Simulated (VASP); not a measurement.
# GaSb (Immm) in VASP: further runs

One crystal, GaSb, is run at these levels: PBE; tasks: single point.

Program: VASP 6.6.1. These are calculated values, not measurements. Logs are shortened: lines on timing, memory, paths and dates and some standing lists are left out, and cuts for length are marked.

## (1) Starting point

The structure is orthorhombic, space group Immm (No. 71). The conventional cell has a = 3.112 Å, b = 5.350 Å, c = 5.787 Å, α = 90.00°, β = 90.00°, γ = 90.00°. Sb (site symmetry mmm) has 6 Ga at 2.89 to 3.09 Å and 2 Sb at 3.11 Å as nearest neighbours. Ga (site symmetry mmm) has 6 Sb at 2.89 to 3.09 Å and 2 Ga at 3.11 Å as nearest neighbours.

Measurements of this composition are mostly on another form, of space group No. 216.

## (2) Single point, PBE, spin-orbit coupling, no magnetisation

Input file INCAR:

```
SYSTEM = GaSb
ALGO = Normal ; EDIFF = 1E-5
ENCUT = 350 ; GGA = PE
GGA_COMPAT = .False. ; ISIF = 2
ISMEAR = 0 ; LASPH = .True.
LCHARG = .False. ; LNONCOLLINEAR = .True.
LORBIT = 11 ; LREAL = .False.
LSORBIT = .True. ; LWAVE = .False.
MAGMOM = 0 0 0 0 0 0 ; NBANDS = 34
NELM = 100 ; PREC = Accurate
SIGMA = 0.02
```

Input file KPOINTS:

```
k-points
0
Gamma
  7 7 7
  0 0 0
```

Input file POSCAR:

```
GaSb
1.0
   -1.5559010000      2.6750030000      2.8933130000
    1.5559010000     -2.6750030000      2.8933130000
    1.5559010000      2.6750030000     -2.8933130000
Sb Ga
1 1
Direct
    0.5000000000      0.5000000000      0.0000000000
    0.0000000000      0.0000000000      0.0000000000
```

Potentials or basis: VASP PAW PBE potentials, release 64 (Sb, Ga_d).

Run with:

```bash
> cat potpaw_PBE.64/Sb/POTCAR potpaw_PBE.64/Ga_d/POTCAR > POTCAR
> mpirun -np 1 vasp_ncl > vasp.out
```

OUTCAR:

```text
SYSTEM = GaSb
   EDIFF = 1E-5
   ENCUT = 350
   GGA = PE
   ISIF = 2
   ISMEAR = 0
   LASPH = .True.
   LNONCOLLINEAR = .True.
   LORBIT = 11
   LREAL = .False.
   LSORBIT = .True.
   NELM = 100
   PREC = Accurate

 Found     64 irreducible k-points:

 Following reciprocal coordinates:
            Coordinates               Weight
  0.000000  0.000000  0.000000      1.000000
  0.142857  0.000000  0.000000      4.000000
  0.285714  0.000000 -0.000000      4.000000
  0.428571  0.000000 -0.000000      4.000000
  0.000000  0.142857 -0.000000      4.000000
  0.142857  0.142857 -0.000000      8.000000
   k-points           NKPTS =     64   k-points in BZ     NKDIM =     64   number of bands    NBANDS=     34
   number of dos      NEDOS =    301   number of ions     NIONS =      2
   total plane-waves  NPLWV =  21952
   dimension x,y,z NGX =    28 NGY =   28 NGZ =   28
   dimension x,y,z NGXF=    56 NGYF=   56 NGZF=   56
   ions per type =               1   1
   NGX,Y,Z   is equivalent  to a cutoff of  10.99, 10.99, 10.99 a.u.
   NGXF,Y,Z  is equivalent  to a cutoff of  21.98, 21.98, 21.98 a.u.
 SYSTEM =  GaSb
   PREC   = accura    normal or accurate (medium, high low for compatibility)
   ISTART =      0    job   : 0-new  1-cont  2-samecut
   ICHARG =      2    charge: 1-file 2-atom 10-const
   ISPIN  =      1    spin polarized calculation?
   LNONCOLLINEAR =      T non collinear calculations
   LSORBIT =      T    spin-orbit coupling
   LASPH  =      T    aspherical Exc in radial PAW
   ENCUT  =  350.0 eV  25.72 Ry    5.07 a.u.   6.46  6.46  6.46*2*pi/ulx,y,z
   NELM   =    100;   NELMIN=  2; NELMDL= -5     # of ELM steps
   EDIFF  = 0.1E-04   stopping-criterion for ELM
   LREAL  =      F    real-space projection
   EDIFFG = 0.1E-03   stopping-criterion for IOM
   NSW    =      0    number of steps for IOM
   IBRION =     -1    ionic relax: 0-MD 1-quasi-New 2-CG
   NFREE  =      0    steps in history (QN), initial steepest desc. (CG)
   ISIF   =      2    stress and relaxation
   ISYM   =      2    0-nonsym 1-usesym 2-fastsym
   POTIM  = 0.5000    time-step for ionic-motion
   TEBEG  =    0.0;   TEEND  =   0.0 temperature during run
   PSTRESS=    0.0 pullay stress
   NELECT =      18.0000    total number of electrons
   NUPDOWN=      -1.0000    fix difference up-down
   EMIN   =  10.00;   EMAX   =-10.00  energy-range for DOS
   EFERMI =   0.00;   METHOD = LEGACY
   ISMEAR =     0;   SIGMA  =   0.02  broadening in eV -4-tet -1-fermi 0-gaus
   EFERMI_NEDOS =   21; number of points for ismear=-14 and -15
   IALGO  =     38    algorithm
   IMIX   =      4    mixing-type and parameters
     AMIX     =   0.40;   BMIX     =  1.00
     AMIX_MAG =   1.60;   BMIX_MAG =  1.00
  volume/ion in A,a.u.               =      24.08       162.53
  Fermi-wavevector in a.u.,A,eV,Ry     =   1.179176  2.228319 18.918287  1.390455
  Thomas-Fermi vector in A             =   2.315491
   LORBIT       =     11    0 simple, 1 ext, 2 COOP (PROOUT), +10 PAW based schemes
   GGA     = PE    functional components
   LHFCALC =     F    Hartree Fock is set to
   AEXX    =    0.0000 exact exchange contribution
   IVDW    =     0    specifies the selected vdW correction
   LEPSILON=     F    determine dielectric tensor
   LRPA    =     F    only Hartree local field effects (RPA)
 Gauss-broadening in eV      SIGMA  =   0.02
  energy-cutoff  :      350.00
  volume of cell :       48.17
 maximum number of plane-waves:      1458
 NGX is ok and might be reduce to    28
   NGX = 13   NGY = 13   NGZ = 13

 number of electron      18.0000000 magnetization       0.0000000      0.0000000      0.0000000

 number of electron      17.9999986 magnetization      -0.0000000      0.0000000      0.0000000

 number of electron      17.9999986 magnetization       0.0000000     -0.0000000     -0.0000000

 Free energy of the ion-electron system (eV)
  ---------------------------------------------------
  ext. energy  EPLUGINS =         0.00000000
  ---------------------------------------------------
  free energy    TOTEN  =        -7.10545418 eV

  energy without entropy =       -7.10521156  energy(sigma->0) =       -7.10533287

 E-fermi :   6.4927     XC(G=0): -10.2484

 val. band max:        6.4763137608   @ k =   0.4286  -0.2857   0.1429
 cond. band min:       6.5022899512   @ k =   0.0000   0.4286  -0.0000
 fundamental gap:      0.0259761904
 Fermi energy:         6.4927301712

 k-point     1 :       0.0000    0.0000    0.0000
  band No.  band energies     occupation
      1      -8.5897      1.00000
      2      -8.5897      1.00000
      3      -8.5511      1.00000
      4      -8.5511      1.00000
      5      -8.1403      1.00000
      6      -8.1403      1.00000
[... 22 lines left out ...]
     29      15.6729      0.00000
     30      15.6729      0.00000

 k-point     2 :       0.1429    0.0000    0.0000
  band No.  band energies     occupation
      1      -8.5891      1.00000
      2      -8.5891      1.00000
      3      -8.5516      1.00000
      4      -8.5516      1.00000
      5      -8.1397      1.00000
      6      -8.1397      1.00000
[... 22 lines left out ...]
     29      16.2559      0.00000
     30      16.2559      0.00000

 k-point     3 :       0.2857    0.0000   -0.0000
  band No.  band energies     occupation
      1      -8.5879      1.00000
      2      -8.5879      1.00000
      3      -8.5528      1.00000
      4      -8.5528      1.00000
      5      -8.1384      1.00000
      6      -8.1384      1.00000
[... 22 lines left out ...]
     29      15.7703      0.00000
     30      15.7703      0.00000

 k-point     4 :       0.4286    0.0000   -0.0000
  band No.  band energies     occupation
      1      -8.5871      1.00000
      2      -8.5871      1.00000
      3      -8.5538      1.00000
      4      -8.5538      1.00000
      5      -8.1376      1.00000
      6      -8.1376      1.00000
[... 22 lines left out ...]
     29      16.2642      0.00000
     30      16.2642      0.00000

 k-point     5 :       0.0000    0.1429   -0.0000
  band No.  band energies     occupation
      1      -8.5819      1.00000
      2      -8.5819      1.00000
      3      -8.5514      1.00000
      4      -8.5514      1.00000
      5      -8.1337      1.00000
      6      -8.1337      1.00000
[... 22 lines left out ...]
     29      15.0873      0.00000
     30      15.0873      0.00000

 k-point     6 :       0.1429    0.1429   -0.0000
  band No.  band energies     occupation
      1      -8.5813      1.00000
      2      -8.5813      1.00000
      3      -8.5523      1.00000
      4      -8.5523      1.00000
      5      -8.1330      1.00000
      6      -8.1330      1.00000
[... 22 lines left out ...]
     29      16.2198      0.00000
     30      16.2198      0.00000

 [... further k-points ...]

 [bands above 30 left out]

------------------------ aborting loop because EDIFF is reached ----------------------------------------

  FORCE on cell =-STRESS in cart. coord.  units (eV):
  Direction    XX          YY          ZZ          XY          YZ          ZX
  --------------------------------------------------------------------------------------
  -------------------------------------------------------------------------------------
  Total        0.1305383     -0.0049384     -0.1588552      0.0000000      0.0000000      0.0000000
  in kB        4.3419717     -0.1642624     -5.2838497      0.0000000      0.0000000      0.0000000
  external PRESSURE =      -0.3687135 kB  Pullay stress =       0.0000000 kB

 VOLUME and BASIS-vectors are now :
 -----------------------------------------------------------------------------
  energy-cutoff  :      350.00
  volume of cell :       48.17
      direct lattice vectors                 reciprocal lattice vectors
    -1.555901000  2.675003000  2.893313000     0.000000000  0.186915678  0.172812274
     1.555901000 -2.675003000  2.893313000     0.321357207  0.000000000  0.172812274
     1.555901000  2.675003000 -2.893313000     0.321357207  0.186915678  0.000000000

 POSITION                                       TOTAL-FORCE (eV/Angst)
 -----------------------------------------------------------------------------------
      0.00000      0.00000      2.89331         0.000000      0.000000      0.000000
      0.00000      0.00000      0.00000         0.000000     -0.000000     -0.000000
 -----------------------------------------------------------------------------------
    total drift:                                0.000000     -0.000000     -0.000000

  FREE ENERGIE OF THE ION-ELECTRON SYSTEM (eV)
  ---------------------------------------------------
  free  energy   TOTEN  =        -7.1054541816 eV

  energy  without entropy=       -7.1052115586  energy(sigma->0) =       -7.10533287

 Spin-Orbit-Coupling matrix elements

 Ion:    1  E_soc:     -0.1385865
 l=   1
     0.0000000    -0.0252311    -0.0216930
    -0.0252311     0.0000000    -0.0219589
    -0.0216930    -0.0219589     0.0000000
 l=   2
     0.0000000    -0.0000178     0.0000000    -0.0000137    -0.0001554
    -0.0000178     0.0000000    -0.0000796    -0.0000137    -0.0000209
     0.0000000    -0.0000796     0.0000000    -0.0000819     0.0000000
    -0.0000137    -0.0000137    -0.0000819     0.0000000    -0.0000273
    -0.0001554    -0.0000209     0.0000000    -0.0000273     0.0000000
 l=   3
     0.0000000     0.0000000     0.0000000     0.0000000     0.0000000     0.0000000     0.0000000
     0.0000000     0.0000000     0.0000000     0.0000000     0.0000000     0.0000000     0.0000000
     0.0000000     0.0000000     0.0000000     0.0000000     0.0000000     0.0000000     0.0000000
     0.0000000     0.0000000     0.0000000     0.0000000     0.0000000     0.0000000     0.0000000
     0.0000000     0.0000000     0.0000000     0.0000000     0.0000000     0.0000000     0.0000000
     0.0000000     0.0000000     0.0000000     0.0000000     0.0000000     0.0000000     0.0000000
     0.0000000     0.0000000     0.0000000     0.0000000     0.0000000     0.0000000     0.0000000

 Ion:    2  E_soc:     -0.0111985
 l=   1
     0.0000000    -0.0011217    -0.0009785
    -0.0011217     0.0000000    -0.0011075
    -0.0009785    -0.0011075     0.0000000
 l=   2
     0.0000000    -0.0001585     0.0000000    -0.0001586    -0.0006589
    -0.0001585     0.0000000    -0.0004503    -0.0001687    -0.0001598
     0.0000000    -0.0004503     0.0000000    -0.0004696     0.0000000
    -0.0001586    -0.0001687    -0.0004696     0.0000000    -0.0001673
    -0.0006589    -0.0001598     0.0000000    -0.0001673     0.0000000
 l=   3
     0.0000000     0.0000000     0.0000000     0.0000000     0.0000000     0.0000000     0.0000000
     0.0000000     0.0000000     0.0000000     0.0000000     0.0000000     0.0000000     0.0000000
     0.0000000     0.0000000     0.0000000     0.0000000     0.0000000     0.0000000     0.0000000
     0.0000000     0.0000000     0.0000000     0.0000000     0.0000000     0.0000000     0.0000000
     0.0000000     0.0000000     0.0000000     0.0000000     0.0000000     0.0000000     0.0000000
     0.0000000     0.0000000     0.0000000     0.0000000     0.0000000     0.0000000     0.0000000
     0.0000000     0.0000000     0.0000000     0.0000000     0.0000000     0.0000000     0.0000000

 total charge

# of ion       s       p       d       tot
------------------------------------------
    1        1.199   1.160   0.036   2.394
    2        1.016   0.516   9.952  11.484
--------------------------------------------------
tot          2.215   1.676   9.987  13.878

 magnetization (x)

# of ion       s       p       d       tot
------------------------------------------
    1       -0.000   0.000   0.000  -0.000
    2        0.000   0.000   0.000   0.000
--------------------------------------------------
tot         -0.000   0.000   0.000  -0.000

 magnetization (y)

# of ion       s       p       d       tot
------------------------------------------
    1       -0.000   0.000   0.000  -0.000
    2        0.000   0.000   0.000   0.000
--------------------------------------------------
tot         -0.000   0.000   0.000  -0.000

 magnetization (z)

# of ion       s       p       d       tot
------------------------------------------
    1        0.000   0.000  -0.000   0.000
    2        0.000   0.000   0.000   0.000
--------------------------------------------------
tot          0.000   0.000  -0.000   0.000
```

Wall time 2.1 min (1 thread of Intel Xeon Platinum 8259CL at 2.50GHz (Skylake/Cascade Lake), shared host); peak memory 0.29 GiB.

The run converged, but some of its settings lie outside the range that counts as converged, so its numbers aren't taken as properties of the crystal.

Results:

```
Free energy                                           : -7.1055 eV
Pressure                                              : 0.0 GPa
Valence electrons inside the program's atomic spheres : Sb 2.39; Ga 11.48
```

Caveat: the cutoff is under 1.25 times the usual one of these potentials, so pressure, stress and relaxed cells hold a basis-set (Pulay) error.

## (3) Single point, PBE, spin-orbit coupling, no magnetisation

Input file INCAR:

```
SYSTEM = GaSb
ALGO = Normal ; EDIFF = 1E-7
ENCUT = 350 ; GGA = PE
GGA_COMPAT = .False. ; ISIF = 2
ISMEAR = 0 ; LASPH = .True.
LCHARG = .False. ; LNONCOLLINEAR = .True.
LORBIT = 11 ; LREAL = Auto
LSORBIT = .True. ; LWAVE = .False.
MAGMOM = 0 0 0 0 0 0 ; NBANDS = 34
NELM = 100 ; PREC = Accurate
SIGMA = 0.02
```

KPOINTS is that of step 2.

POSCAR is that of step 2.

Potentials or basis: VASP PAW PBE potentials, release 64 (Sb, Ga_d).

Run with:

```bash
> cat potpaw_PBE.64/Sb/POTCAR potpaw_PBE.64/Ga_d/POTCAR > POTCAR
> mpirun -np 1 vasp_ncl > vasp.out
```

Run time: 5.1 min. Hardware: 1 thread of Intel Xeon Platinum 8259CL at 2.50GHz (Skylake/Cascade Lake), shared host; peak memory 0.28 GiB.

The run converged, but some of its settings lie outside the range that counts as converged, so its numbers aren't taken as properties of the crystal.

Results:

- Free energy: -7.1064 eV
- Pressure: -0.2 GPa
- Valence electrons inside the program's atomic spheres: Sb 2.39; Ga 11.48

Caveat: the cutoff is under 1.25 times the usual one of these potentials, so pressure, stress and relaxed cells hold a basis-set (Pulay) error.
